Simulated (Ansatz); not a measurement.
Input and command of a plane-wave DFT calculation in Ansatz:

```yaml
crystal:
  lattice:
    - [4.836962, 0.0, 0.0]
    - [0.0, 4.836962, 0.0]
    - [0.0, 0.0, 4.836962]
  atoms:
    - { symbol: In, position: [0.5, 0.5, 0.0] }
    - { symbol: In, position: [0.5, 0.0, 0.5] }
    - { symbol: In, position: [0.0, 0.5, 0.5] }
    - { symbol: Sb, position: [0.0, 0.0, 0.0] }
basis:
  ecutwfc: 420
kpoints:
  mp_grid: { grid: [6, 6, 6] }
hamiltonian:
  xc: pbesol
scf:
  occupations: { method: gaussian, width: 0.1 }
output:
  forces: true
  stress: true
  eigenvalues: true
```

```bash
ansatz run input.yaml --threads 1 --pin off --max-ram 2560MiB --backend cpu --events-out ev --progress --plain --runs-dir out
```

Processor: Intel(R) Xeon(R) Processor @ 2.70GHz, 1 thread, on a host shared with other jobs.

Estimate time, memory and problem size.

About 4.9 s on 1 thread of Intel(R) Xeon(R) Processor @ 2.70GHz (shared host), peak memory 0.41 GiB. It solves 33 bands at 20 k points (the mesh reduced by the symmetry that the task leaves, which can be less than the crystal's) with about 2205 plane waves, in 7 SCF iterations.
